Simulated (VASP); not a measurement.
Output of a VASP run:

File OUTCAR:
```
 ion  position               nearest neighbor table
   1  0.000  0.000  0.000-   2 2.71   3 2.71   3 2.71   3 2.71   3 2.71   2 2.71   2 2.71   2 2.71
  LATTYP: Found a face centered cubic cell.
 ALAT       =     6.2540508132
 Subroutine PRICEL returns:
 Original cell was already a primitive cell.
 Subroutine GETGRP returns: Found 48 space group operations
The static configuration has the point symmetry O_h .
The dynamic configuration has the point symmetry O_h .
 Subroutine INISYM returns: Found 48 space group operations
 Subroutine IBZKPT returns following result:
 Found     16 irreducible k-points:

 Following reciprocal coordinates:
            Coordinates               Weight
  0.000000  0.000000  0.000000      1.000000
  0.166667  0.000000  0.000000      8.000000
  0.333333  0.000000  0.000000      8.000000
  0.500000  0.000000  0.000000      4.000000
  0.166667  0.166667  0.000000      6.000000
  0.333333  0.166667  0.000000     24.000000
  0.500000  0.166667  0.000000     24.000000
 -0.333333  0.166667  0.000000     24.000000
 -0.166667  0.166667  0.000000     12.000000
  0.333333  0.333333  0.000000      6.000000
  0.500000  0.333333  0.000000     24.000000
 -0.333333  0.333333  0.000000     12.000000
  0.500000  0.500000  0.000000      3.000000
  0.500000  0.333333  0.166667     24.000000
 -0.333333  0.333333  0.166667     24.000000
 -0.333333  0.500000  0.166667     12.000000
   k-points           NKPTS =     16   k-points in BZ     NKDIM =     16   number of bands    NBANDS=     16
   number of dos      NEDOS =    301   number of ions     NIONS =      3
   total plane-waves  NPLWV =  46656
   dimension x,y,z NGX =    36 NGY =   36 NGZ =   36
   dimension x,y,z NGXF=    72 NGYF=   72 NGZF=   72
   ions per type =               1   2
   PREC   = accura    normal or accurate (medium, high low for compatibility)
   ISTART =      0    job   : 0-new  1-cont  2-samecut
   ICHARG =      2    charge: 1-file 2-atom 10-const
   ISPIN  =      1    spin polarized calculation?
   LNONCOLLINEAR =      F non collinear calculations
   LSORBIT =      F    spin-orbit coupling
   INIWAV =      1    electr: 0-lowe 1-rand  2-diag
   ENCUT  =  520.0 eV  38.22 Ry    6.18 a.u.   8.22  8.22  8.22*2*pi/ulx,y,z
   NELM   =    100;   NELMIN=  2; NELMDL= -5     # of ELM steps
   EDIFF  = 0.1E-05   stopping-criterion for ELM
   LREAL  =      F    real-space projection
   NLSPLINE    = F    spline interpolate recip. space projectors
   LMAXMIX     =    4 max onsite mixed and CHGCAR
   VOSKOWN=      0    Vosko Wilk Nusair interpolation
   EDIFFG = -.2E-01   stopping-criterion for IOM
   NSW    =     60    number of steps for IOM
   NBLOCK =      1;   KBLOCK =     60    inner block; outer block
   IBRION =      2    ionic relax: 0-MD 1-quasi-New 2-CG
   NFREE  =      1    steps in history (QN), initial steepest desc. (CG)
   ISIF   =      3    stress and relaxation
   ISYM   =      2    0-nonsym 1-usesym 2-fastsym
   TEIN   =    0.0    initial temperature
   TEBEG  =    0.0;   TEEND  =   0.0 temperature during run
   SMASS  =  -3.00    Nose mass-parameter (am)
   PSTRESS=    0.0 pullay stress
   NELECT =      24.0000    total number of electrons
   EFERMI =   0.00;   METHOD = LEGACY
   ISMEAR =     0;   SIGMA  =   0.05  broadening in eV -4-tet -1-fermi 0-gaus
   IALGO  =     38    algorithm
   LDIAG  =      T    sub-space diagonalisation (order eigenvalues)
   IMIX   =      4    mixing-type and parameters
     AMIX     =   0.40;   BMIX     =  1.00
     AMIX_MAG =   1.60;   BMIX_MAG =  1.00
     AMIN     =   0.10
   GGA     = PE    functional components
   VOSKOWN =     0    Vosko Wilk Nusair interpolation
   LHFCALC =     F    Hartree Fock is set to
   LHFONE  =     F    Hartree Fock one center treatment
   AEXX    =    0.0000 exact exchange contribution
   IVDW    =    11    specifies the selected vdW correction
   LEPSILON=     F    determine dielectric tensor
   LRPA    =     F    only Hartree local field effects (RPA)
  energy-cutoff  :      520.00
...
```

OSZICAR:
```
       N       E                     dE             d eps       ncg     rms          rms(c)
DAV:   1     0.172775942139E+03    0.17278E+03   -0.13224E+04   512   0.140E+03
DAV:   2    -0.117469965841E+02   -0.18452E+03   -0.18118E+03   672   0.294E+02
DAV:   3    -0.188059861661E+02   -0.70590E+01   -0.70515E+01   656   0.698E+01
DAV:   4    -0.189056844881E+02   -0.99698E-01   -0.99680E-01   704   0.707E+00
DAV:   5    -0.189083227338E+02   -0.26382E-02   -0.26382E-02   688   0.716E-01    0.851E+00
DAV:   6    -0.171001873242E+02    0.18081E+01   -0.10045E+01   512   0.249E+01    0.424E+00
DAV:   7    -0.170969220515E+02    0.32653E-02   -0.36748E-01   648   0.551E+00    0.214E+00
DAV:   8    -0.171147601319E+02   -0.17838E-01   -0.58063E-02   568   0.293E+00    0.280E-01
DAV:   9    -0.171233855752E+02   -0.86254E-02   -0.14830E-02   624   0.881E-01    0.149E-01
DAV:  10    -0.171259866979E+02   -0.26011E-02   -0.39341E-03   536   0.457E-01    0.428E-02
DAV:  11    -0.171259786316E+02    0.80663E-05   -0.41129E-04   704   0.159E-01    0.218E-02
DAV:  12    -0.171259954357E+02   -0.16804E-04   -0.81366E-05   512   0.672E-02    0.272E-03
DAV:  13    -0.171259959199E+02   -0.48426E-06   -0.16388E-06   592   0.990E-03
   1 F= -.17379555E+02 E0= -.17379555E+02  d E =-.173796E+02
```

File OUTCAR:
```
------------------------ aborting loop because EDIFF is reached ----------------------------------------
 Edisp (eV)   -0.25356
  FORCE on cell =-STRESS in cart. coord.  units (eV):
  Direction    XX          YY          ZZ          XY          YZ          ZX
  --------------------------------------------------------------------------------------
  Total      -0.03329    -0.03329    -0.03329     0.00000     0.00000     0.00000
  in kB      -0.87230    -0.87230    -0.87230     0.00000     0.00000     0.00000
  external pressure =       -0.87 kB  Pullay stress =        0.00 kB
  volume of cell :       61.15
      direct lattice vectors                 reciprocal lattice vectors
     0.000000000  3.127025407  3.127025407    -0.159896366  0.159896366  0.159896366
     3.127025407  0.000000000  3.127025407     0.159896366 -0.159896366  0.159896366
     3.127025407  3.127025407  0.000000000     0.159896366  0.159896366 -0.159896366
 POSITION                                       TOTAL-FORCE (eV/Angst)
 -----------------------------------------------------------------------------------
      0.00000      0.00000      0.00000         0.000000      0.000000      0.000000
      1.56351      1.56351      1.56351        -0.000000     -0.000000     -0.000000
      4.69054      4.69054      4.69054         0.000000      0.000000      0.000000
 -----------------------------------------------------------------------------------
    total drift:                                0.000000      0.000000      0.000000
  FREE ENERGIE OF THE ION-ELECTRON SYSTEM (eV)
  ---------------------------------------------------
  free  energy   TOTEN  =       -17.3795551500 eV

  energy  without entropy=      -17.3795551500  energy(sigma->0) =      -17.37955515

 reached required accuracy - stopping structural energy minimisation
```
(Selected blocks of OUTCAR.)

File POSCAR:
```
BaF2
1
   -0.0000000000     3.1270254066     3.1270254066
    3.1270254066     0.0000000000     3.1270254066
    3.1270254066     3.1270254066     0.0000000000
Ba F
1 2
Direct
  1.0000000000   1.0000000000   0.0000000000
  0.2500000000   0.2500000000   0.2500000000
  0.7500000000   0.7500000000   0.7500000000
```

Question: Reconstruct the remaining input files.

Answer: One answer among several that fit: the input of the run itself, PBE GGA with D3 dispersion (zero damping), plane waves, VASP's PBE PAW potentials (set 64).

INCAR:
```
! general
SYSTEM   =  BaF2
PREC     =  Accurate
ENCUT    =  520
LREAL    =  .False.   ! projection in real space or not
LASPH    =  .True.

! electronic loop
EDIFF    =  1E-6   ! SCF stop (eV)
NELM     =  100
ALGO     =  Normal   ! blocked Davidson
LMAXMIX  =  4

! smearing
ISMEAR   =  0
SIGMA    =  0.05   ! width (eV)

! functional
GGA      =  PE
IVDW     =  11   ! D3, zero damping

! ions
IBRION   =  2   ! conjugate gradients
NSW      =  60   ! most ionic steps
ISIF     =  3   ! ions, shape and volume
EDIFFG   =  -0.02

! output
LWAVE    =  .False.
LCHARG   =  .False.
```

### KPOINTS
```
Automatic mesh
0
Gamma
6 6 6
0 0 0
```

POTCAR, in this order: Ba_sv F (PBE.64 set). Program: vasp_std.

The compound is BaF2 in the fluorite structure. It was relaxed first. The start is the result of an earlier pass.
